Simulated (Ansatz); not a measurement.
# CoPtO2 (R-3m) in Ansatz: a series of runs

One crystal, CoPtO2, is run at these levels: PBEsol; tasks: single point, equation of state.

All numbers are computed with Ansatz 0.2.0; they aren't measurements. Logs are shortened: lines on timing, memory, paths and dates and some standing lists are left out, and cuts for length are marked.

## (1) Starting point

Symmetry: R-3m, No. 166, trigonal system. The conventional cell has a = 2.825 Å, b = 2.825 Å, c = 17.818 Å, α = 90.00°, β = 90.00°, γ = 120.00°. Pt (site symmetry -3m) has 2 O at 2.00 Å as nearest neighbours. Around Co (site symmetry -3m) lie 6 O at 1.90 Å. O (site symmetry 3m) has 3 Co at 1.90 Å and 1 Pt at 2.00 Å as nearest neighbours.

The cell is a database's computed one.

## (2) Single point, PBEsol, collinear spin, ferromagnetic start, 9.64 Å³/atom (volume scaled by 0.94)

input.yaml

```yaml
crystal:
  lattice:
    - [1.3834399927, 0.7987294522, 5.8181430658]
    - [-1.3834399927, 0.7987294522, 5.8181430658]
    - [0.0, -1.5974589044, 5.8181430658]
  atoms:
    - { symbol: Pt, position: [0.0, 0.0, 0.0] }
    - { symbol: Co, position: [0.5, 0.5, 0.5], spin: 2.0 }
    - { symbol: O, position: [0.11224403, 0.11224403, 0.11224403] }
    - { symbol: O, position: [0.88775597, 0.88775597, 0.88775597] }
kpoints:
  mp_grid: { grid: [11, 11, 11] }
scf:
  occupations: { method: fermi_dirac, width: 0.05 }
hamiltonian:
  xc: pbesol
  pseudopotentials: { kind: all_electron, lapw: { basis_error: 0.002 } }
magnetization:
  spin_polarized: true
output:
  forces: true
  stress: true
  eigenvalues: true
```

Potentials or basis: all-electron LAPW, scalar-relativistic.

Launch:

```console
$ ansatz run input.yaml --threads 4 --pin off --max-ram 12288MiB --backend cpu --events-out ev --progress --plain --runs-dir out
```

The log of the run:

```text
Warning: RAYON_NUM_THREADS=4 ignored (pool sized by the plan → 4); use --threads N
LAPW: plane waves up to 10.819 Å⁻¹, error target 2.0e-3 eV per atom; small_component_spin mean_spin; O in spheres of 0.833 Å, 8 of its electrons in bands, Dirac shells []; Co in spheres of 1.025 Å, 17 of its electrons in bands, Dirac shells []; Pt in spheres of 1.095 Å, 48 of its electrons in bands, Dirac shells [] (how accurate: hamiltonian.pseudopotentials.lapw.basis_error, Limitations)
Engine: ansatz 0.2.0, x86_64-unknown-linux-gnu
Pseudopotentials: kind: all_electron
Pseudopotential: Pt, LAPW, valence charge 48, lapw/all_electron/scalar/gaussian/Pt, Koelling and Harmon's equation, gaussian nucleus
Pseudopotential: Co, LAPW, valence charge 17, lapw/all_electron/scalar/gaussian/Co, Koelling and Harmon's equation, gaussian nucleus
Pseudopotential: O, LAPW, valence charge 8, lapw/all_electron/scalar/gaussian/O, Koelling and Harmon's equation, gaussian nucleus
Functional definition: PBEsol
  exchange = pbesol_x
  correlation = pbesol_c
Crystal: 4 atoms, lattice volume = 38.574 Å³
Basis set: ecut = 445.98704705352566 eV, 849 PW (Γ), FFT grids on a1−a3, a2−a3, a3, exchange–correlation at level 2
Bands: 50, of which v1, the nominal top of the filled ones, is band 41 counted from 1 (40 counted from 0)
Symmetry: 12 space group operations
Space group: R-3m (ITA 166), of the structure as read, at distance tolerance 3.4e-5 Å
Magnetic group: BNS 166.97 (UNI 1327), of the structure as read, at distance tolerance 3.4e-5 Å
k-points: 146 of 1331
Non-local potential: Pt, projectors of the file, none
Non-local potential: Co, projectors of the file, none
Non-local potential: O, projectors of the file, none
Initial density: superposition of atomic densities (chi_scale 0.1, normalization cell, long waves kept (reshape's long-wave potential 0.61 eV rms))
Starting moments: Σ|m| = 2 μB on 1 of 4 sites
Initial wavefunctions: plane waves of lowest kinetic energy (no species holds an atomic orbital)
Functional: x = pbesol(κ = 0.804, μ = 0.12345679012345678), c = pbesol(β = 0.046)
[... 24 lines left out ...]
SCF converged after 16 iterations
Magnetization: -0.0000 μB (40.5000 up, 40.5000 down)
Absolute magnetization: 0.0000 μB (∫|ρ↑−ρ↓|)
Spin contamination: 0.0000 ħ² per cell (⟨S²⟩ above its minimum at these occupations)
Per-site moments (μB) at R_I (Å): [(-5.500810829062175e-8, 1.0951939733325922), (-2.1339538669451485e-7, 1.0254120739879782), (-1.2991070841295027e-7, 0.8331398801828095), (-1.2991070841295027e-7, 0.8331398801828095)]
Free energy (F): -542784.654500 eV
Harris-Foulkes:  -542784.654500 eV  (|F-HF|=1.86e-9)
Internal energy: -542784.652133 eV  (E = F + TS)
E sigma→0 (E₀):  -542784.653317 eV
Entropy (-TS):   -0.002368 eV (-0.592 meV/atom)
Fermi energy:    20.351974 eV
--- Per-component energies (eV) ---
  E_band       = -8724.101414
  E_kinetic    = 611205.017737
  E_xc         = -11597.077659
  E_electrostatic = -1142392.592211  (all electrons and nuclei)
  E_smearing   = -0.002368  (= −TS)
  E_closure    = 0.000000  (closes the sum)
  E_atoms      = -542754.660278  (free atoms, spherical and without spin; not in F)
  Σ components = -542784.654500   (vs F -542784.654500, Δ=0.00e0)
  Basis errors (estimates in eV, not in F): energy 8.6e-4 per atom: plane waves 7.8e-4 (4.6e-4 summed), levels above the bands 2.4e-129, relativity 1.0e-7, radial functions 7.9e-5, core shells 1.7e-6; eigenvalues (radial functions only) 5.1e-6; not estimated: angular momenta, meshes, grids; target (lapw.basis_error) 2.0e-3; muffin-tin radii O 0.833 Å, Co 1.025 Å, Pt 1.095 Å
--- Forces (eV/Å), atoms counted from 1 ---
  atom   1  Pt    -0.00000000     0.00000000    -0.00000000
  atom   2  Co    -0.00000000     0.00000000     0.00000000
  atom   3  O      0.00000000     0.00000000    -0.12322345
  atom   4  O      0.00000000     0.00000000     0.12322345
  max |Σ_I F_I| component: 2.31e-18 eV/Å
--- Stress (GPa, compression-positive) ---
       12.481780       0.000000       0.000000
        0.000000      12.481780       0.000000
        0.000000       0.000000      15.357910
  P = ⅓ Tr σ = 13.4405 GPa (134.405 kbar)
--- Band table (eV; the first three rows and the last of 292) ---
  k-point 0 ↑: bands = ["-495.8079", "-495.6355", "-495.6355", "-485.8693", "-485.8693", "-283.4249", "-283.2200", "-283.2200", "-283.1640", "-283.1640", "-78.6844", "-75.2695", "-47.3583", "-47.2731", "-47.2731", "-47.1089", "-47.1089", "-47.1003", "-47.0966", "-38.7038", "-38.7038", "-38.6845", "-33.2870", "-32.4964", "-32.4964", "-2.0343", "0.1668", "9.7819", "12.5739", "13.1147", "13.1147", "15.2792", "16.6263", "16.6263", "16.7688", "16.7688", "18.1654", "18.1654", "18.5206", "18.5206", "18.6426", "22.2824", "22.2824", "23.3709", "25.5890", "29.6563", "31.8184", "35.7468", "37.7480", "37.7480"]
  k-point 1 ↑: bands = ["-495.8079", "-495.6355", "-495.6355", "-485.8693", "-485.8693", "-283.4249", "-283.2200", "-283.2200", "-283.1640", "-283.1640", "-78.6826", "-75.2686", "-47.3582", "-47.2732", "-47.2731", "-47.1089", "-47.1088", "-47.1002", "-47.0969", "-38.7121", "-38.7058", "-38.6832", "-33.2834", "-32.5258", "-32.5036", "-1.9249", "0.1741", "9.9152", "12.8044", "12.8343", "13.1654", "15.5327", "16.0670", "16.3144", "16.6563", "17.0150", "18.0390", "18.2182", "18.4762", "18.7007", "18.7047", "22.0772", "22.1939", "23.5014", "26.1346", "29.8908", "32.2711", "35.9906", "36.7105", "38.0932"]
  k-point 2 ↑: bands = ["-495.8079", "-495.6355", "-495.6355", "-485.8693", "-485.8693", "-283.4249", "-283.2200", "-283.2200", "-283.1640", "-283.1640", "-78.6778", "-75.2664", "-47.3580", "-47.2735", "-47.2732", "-47.1089", "-47.1086", "-47.0998", "-47.0976", "-38.7343", "-38.7110", "-38.6796", "-33.2737", "-32.6044", "-32.5230", "-1.6174", "0.1897", "10.2712", "12.2727", "13.3015", "13.3963", "15.0069", "15.7616", "15.8109", "16.4525", "17.5369", "17.6426", "18.2146", "18.5023", "18.9127", "19.1048", "21.6689", "21.9771", "23.7537", "27.3937", "30.5368", "33.3902", "35.0524", "35.6041", "37.4597"]
  k-point 145 ↓: bands = ["-495.8079", "-495.6355", "-495.6355", "-485.8693", "-485.8693", "-283.4249", "-283.2200", "-283.2200", "-283.1640", "-283.1640", "-78.6826", "-75.2686", "-47.3582", "-47.2732", "-47.2731", "-47.1089", "-47.1088", "-47.1002", "-47.0969", "-38.7121", "-38.7058", "-38.6831", "-33.2835", "-32.5258", "-32.5036", "-1.6356", "-0.2933", "11.6510", "12.1548", "13.0242", "13.3168", "13.7984", "15.3427", "15.7042", "16.6257", "16.9995", "18.2279", "18.3212", "19.1627", "19.5149", "19.5252", "21.5604", "21.7269", "24.5700", "25.2929", "29.3468", "32.4409", "35.9021", "38.1062", "38.2486"]
```

Run time: 2 min. Hardware: 4 threads of Intel Xeon Platinum 8375C at 2.90GHz (Ice Lake), shared host; peak memory 1.9 GiB.

What came out:

```yaml
Free_energy: -542784.6545 eV
Pressure: 13.4 GPa
Largest_force: 0.123 eV/Å
Band_gap_on_the_k_mesh: none (metal or under the smearing width)
Net_moment: 0.00 μB per cell
Absolute_moment: 0.00 μB per cell
```

Caveat: the starting moments collapsed, and a magnetic state may lie lower; semilocal functionals often make such compounds metallic where correlation or magnetic order opens a gap, which also shifts bond lengths; the starting moments weren't kept.

## (3) Single point, PBEsol, collinear spin, ferromagnetic start, 9.85 Å³/atom (volume scaled by 0.96)

Changes to input.yaml since step 2:

```diff
@@ -2,5 +2,5 @@
   lattice:
-    - [1.3834399927, 0.7987294522, 5.8181430658]
-    - [-1.3834399927, 0.7987294522, 5.8181430658]
-    - [0.0, -1.5974589044, 5.8181430658]
+    - [1.3931828489, 0.8043544928, 5.8591172543]
+    - [-1.3931828489, 0.8043544928, 5.8591172543]
+    - [0.0, -1.6087089856, 5.8591172543]
   atoms:
```

Potentials or basis: all-electron LAPW, scalar-relativistic.

Launch:

```console
$ ansatz run input.yaml --threads 4 --pin off --max-ram 12288MiB --backend cpu --events-out ev --progress --plain --runs-dir out
```

Run time: 2.2 min. Hardware: 4 threads of Intel Xeon Platinum 8375C at 2.90GHz (Ice Lake), shared host; peak memory 1.9 GiB.

It converged, with:

- Free energy: -542784.7055 eV
- Pressure: 6.6 GPa
- Largest force: 0.083 eV/Å
- Band gap on the k mesh: none (metal or under the smearing width)
- Net moment: 0.00 μB per cell
- Absolute moment: 0.00 μB per cell

Caveat: the starting moments collapsed, and a magnetic state may lie lower; semilocal functionals often make such compounds metallic where correlation or magnetic order opens a gap, which also shifts bond lengths; the starting moments weren't kept.

## (4) Single point, PBEsol, collinear spin, ferromagnetic start, 10.05 Å³/atom (volume scaled by 0.98)

Changes to input.yaml since step 3:

```diff
@@ -2,5 +2,5 @@
   lattice:
-    - [1.3931828489, 0.8043544928, 5.8591172543]
-    - [-1.3931828489, 0.8043544928, 5.8591172543]
-    - [0.0, -1.6087089856, 5.8591172543]
+    - [1.4027913101, 0.8099019405, 5.8995262364]
+    - [-1.4027913101, 0.8099019405, 5.8995262364]
+    - [0.0, -1.619803881, 5.8995262364]
   atoms:
```

Launch:

```console
$ ansatz run input.yaml --threads 4 --pin off --max-ram 12288MiB --backend cpu --events-out ev --progress --plain --runs-dir out
```

It took 2.2 min on 4 threads of Intel Xeon Platinum 8375C at 2.90GHz (Ice Lake), shared host; peak memory 1.9 GiB.

It converged, with:

```
Free energy            : -542784.7235 eV
Pressure               : 0.6 GPa
Largest force          : 0.044 eV/Å
Band gap on the k mesh : none (metal or under the smearing width)
Net moment             : 0.00 μB per cell
Absolute moment        : 0.00 μB per cell
```

Caveat: the starting moments collapsed, and a magnetic state may lie lower; semilocal functionals often make such compounds metallic where correlation or magnetic order opens a gap, which also shifts bond lengths; the starting moments weren't kept.

## (5) Single point, PBEsol, collinear spin, ferromagnetic start, 10.26 Å³/atom

Changes to input.yaml since step 4:

```diff
@@ -2,5 +2,5 @@
   lattice:
-    - [1.4027913101, 0.8099019405, 5.8995262364]
-    - [-1.4027913101, 0.8099019405, 5.8995262364]
-    - [0.0, -1.619803881, 5.8995262364]
+    - [1.4122699173, 0.8153744169, 5.9393891094]
+    - [-1.4122699173, 0.8153744169, 5.9393891094]
+    - [0.0, -1.6307488338, 5.9393891094]
   atoms:
```

Launch:

```console
$ ansatz run input.yaml --threads 4 --pin off --max-ram 12288MiB --backend cpu --events-out ev --progress --plain --runs-dir out
```

Wall time 1.9 min (4 threads of Intel Xeon Platinum 8375C at 2.90GHz (Ice Lake), shared host); peak memory 1.9 GiB.

The run converged. Its results:

```yaml
Free_energy: -542784.7122 eV
Pressure: -4.8 GPa
Largest_force: 0.006 eV/Å
Band_gap_on_the_k_mesh: none (metal or under the smearing width)
Net_moment: 0.00 μB per cell
Absolute_moment: 0.00 μB per cell
```

Caveat: the starting moments collapsed, and a magnetic state may lie lower; semilocal functionals often make such compounds metallic where correlation or magnetic order opens a gap, which also shifts bond lengths; the starting moments weren't kept.

## (6) Single point, PBEsol, collinear spin, ferromagnetic start, 10.46 Å³/atom (volume scaled by 1.02)

Changes to input.yaml since step 5:

```diff
@@ -2,5 +2,5 @@
   lattice:
-    - [1.4122699173, 0.8153744169, 5.9393891094]
-    - [-1.4122699173, 0.8153744169, 5.9393891094]
-    - [0.0, -1.6307488338, 5.9393891094]
+    - [1.4216229708, 0.8207744048, 5.9787239584]
+    - [-1.4216229708, 0.8207744048, 5.9787239584]
+    - [0.0, -1.6415488097, 5.9787239584]
   atoms:
```

Potentials or basis: all-electron LAPW, scalar-relativistic.

Launch:

```console
$ ansatz run input.yaml --threads 4 --pin off --max-ram 12288MiB --backend cpu --events-out ev --progress --plain --runs-dir out
```

Run time: 1.9 min. Hardware: 4 threads of Intel Xeon Platinum 8375C at 2.90GHz (Ice Lake), shared host; peak memory 1.8 GiB.

It converged, with:

```
Free energy            : -542784.6752 eV
Pressure               : -9.6 GPa
Largest force          : 0.031 eV/Å
Band gap on the k mesh : none (metal or under the smearing width)
Net moment             : 0.00 μB per cell
Absolute moment        : 0.00 μB per cell
```

Caveat: the starting moments collapsed, and a magnetic state may lie lower; semilocal functionals often make such compounds metallic where correlation or magnetic order opens a gap, which also shifts bond lengths; the starting moments weren't kept.

## (7) Single point, PBEsol, collinear spin, ferromagnetic start, 10.67 Å³/atom (volume scaled by 1.04)

Changes to input.yaml since step 6:

```diff
@@ -2,5 +2,5 @@
   lattice:
-    - [1.4216229708, 0.8207744048, 5.9787239584]
-    - [-1.4216229708, 0.8207744048, 5.9787239584]
-    - [0.0, -1.6415488097, 5.9787239584]
+    - [1.4308545474, 0.8261042581, 6.0175479291]
+    - [-1.4308545474, 0.8261042581, 6.0175479291]
+    - [0.0, -1.6522085162, 6.0175479291]
   atoms:
```

Launch:

```console
$ ansatz run input.yaml --threads 4 --pin off --max-ram 12288MiB --backend cpu --events-out ev --progress --plain --runs-dir out
```

Run time: 1.8 min. Hardware: 4 threads of Intel Xeon Platinum 8375C at 2.90GHz (Ice Lake), shared host; peak memory 1.8 GiB.

The run converged. Its results:

```yaml
Free_energy: -542784.6151 eV
Pressure: -13.8 GPa
Largest_force: 0.067 eV/Å
Band_gap_on_the_k_mesh: none (metal or under the smearing width)
Net_moment: 0.00 μB per cell
Absolute_moment: 0.00 μB per cell
```

Caveat: the starting moments collapsed, and a magnetic state may lie lower; semilocal functionals often make such compounds metallic where correlation or magnetic order opens a gap, which also shifts bond lengths; the starting moments weren't kept.

## (8) Single point, PBEsol, collinear spin, ferromagnetic start, 10.87 Å³/atom (volume scaled by 1.06)

Changes to input.yaml since step 7:

```diff
@@ -2,5 +2,5 @@
   lattice:
-    - [1.4308545474, 0.8261042581, 6.0175479291]
-    - [-1.4308545474, 0.8261042581, 6.0175479291]
-    - [0.0, -1.6522085162, 6.0175479291]
+    - [1.4399685164, 0.8313662105, 6.0558772933]
+    - [-1.4399685164, 0.8313662105, 6.0558772933]
+    - [0.0, -1.6627324211, 6.0558772933]
   atoms:
```

Launch:

```console
$ ansatz run input.yaml --threads 4 --pin off --max-ram 12288MiB --backend cpu --events-out ev --progress --plain --runs-dir out
```

Wall time 2.1 min (4 threads of Intel Xeon Platinum 8375C at 2.90GHz (Ice Lake), shared host); peak memory 1.8 GiB.

It converged, with:

| Item | Value |
| --- | --- |
| Free energy | -542784.5346 eV |
| Pressure | -17.5 GPa |
| Largest force | 0.102 eV/Å |
| Band gap on the k mesh | none (metal or under the smearing width) |
| Net moment | 0.00 μB per cell |
| Absolute moment | 0.00 μB per cell |

Caveat: the starting moments collapsed, and a magnetic state may lie lower; semilocal functionals often make such compounds metallic where correlation or magnetic order opens a gap, which also shifts bond lengths; the starting moments weren't kept.

## (9) Equation of state, PBEsol, collinear spin, ferromagnetic start

Potentials or basis: all-electron LAPW, scalar-relativistic.

No new run: the results of the series are fitted here.

Results:

| Quantity | Value |
| --- | --- |
| Equilibrium volume | 10.07 Å³/atom |
| Bulk modulus at fixed shape and positions | 276 GPa |
| Pressure derivative of the bulk modulus | 4.9 |

Energy against volume, from the lowest point:
```
volume (Å³/atom)  energy (meV/atom)
           9.644              17.24
           9.849               4.50
          10.054               0.00
          10.259               2.81
          10.464              12.06
          10.669              27.10
          10.875              47.22
```

Caveat: the cell was scaled at fixed shape and fractional positions, which overstates the stiffness of a crystal with free parameters, most of all of layers and chains; the starting moments weren't kept. Spin-orbit coupling is left out, which matters for the levels of Pt.
